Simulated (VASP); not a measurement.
Wanted: the native input for a VASP 6.6.1 run.

* Task: single point
* Functional: PBEsol
* Potentials or basis: VASP PAW PBE potentials, release 64 (As)
* Cutoff: 520 eV
* k mesh: 13 × 13 × 13
* Occupations: fermi-dirac, width 0.1 eV
* Spin: no spin polarisation
* Dipole correction: no
* Further INCAR settings: ALGO = Fast; EDIFF = 1e-07; NBANDS = 8

The structure of As lies in POSCAR:

```
As
1.0
    2.6918772479      0.0000000000      0.0000000000
    0.0000000000      2.6918772479      0.0000000000
    0.0000000000      0.0000000000      2.6918772479
As
1
Direct
    0.0000000000      0.0000000000      0.0000000000
```

This isn't the form of As at room conditions, which is rhombohedral.

These files were run (other wordings do the same):

INCAR

```
ALGO = Fast
EDIFF = 1E-7
ENCUT = 520
GGA = PS
ISIF = 2
ISMEAR = -1
LASPH = T
LCHARG = F
LREAL = F
LWAVE = F
NBANDS = 8
NELM = 60
PREC = Accurate
SIGMA = 0.1
```

KPOINTS

```
k-points
0
Gamma
  13 13 13
```

Potentials or basis: VASP PAW PBE potentials, release 64 (As).

The run is started by

```console
$ cat potpaw_PBE.64/As/POTCAR > POTCAR
$ mpirun -np 1 vasp_std > vasp.out
```

Results of the run:

| Item | Value |
| --- | --- |
| Pressure | 0.3 GPa |
| Band gap on the k mesh | none (metal or under the smearing width) |

Caveat: the PAW data sets were made with another functional, which shifts forces and pressure a little.

It took 4.9 s on 1 thread of AMD EPYC 9R45 96-Core Processor (Zen 5), on a shared host, peak memory 0.1 GiB.
